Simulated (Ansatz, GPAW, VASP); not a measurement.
# NiO: 3 runs at one level of theory

```xyz
2
Lattice="0.0000 2.0859 2.0859 2.0859 0.0000 2.0859 2.0859 2.0859 0.0000" Properties=species:S:1:pos:R:3 pbc="T T T"
Ni    0.0000    0.0000    0.0000
O     2.0859    2.0859    2.0859
```

Alike in all runs: task single point; functional PBE; k mesh 11 × 11 × 11; occupations gaussian, width 0.021 eV; collinear spin, ferromagnetic start; no spin-orbit coupling. The measured crystal is an antiferromagnetic insulator; the state found here is the runs' own. Pressure is positive in compression and, in plane waves, holds the error of the finite cutoff.

```csv
program and potentials,plane-wave cutoff (eV),notes,pressure (GPa),net moment per atom (μB)
"GPAW, GPAW PAW data sets (gpaw-data 1.2.1)",800,11 valence electrons an atom on average; this data set often lies off other programs,10.23,0.89
"VASP, PBE PAW files Ni, O, 520 eV",520,8 valence electrons an atom on average,?,?
"Ansatz, all-electron LAPW, scalar-relativistic",-,-,6.64,0.91
```

Task: Estimate from the other rows what the run with VASP, PBE PAW files Ni, O, 520 eV gave.

Result: Pressure 6.06 GPa; net moment per atom 0.89 μB. The other rows, which needn't bracket it: pressure 6.64 to 10.23; net moment per atom 0.89 to 0.91.
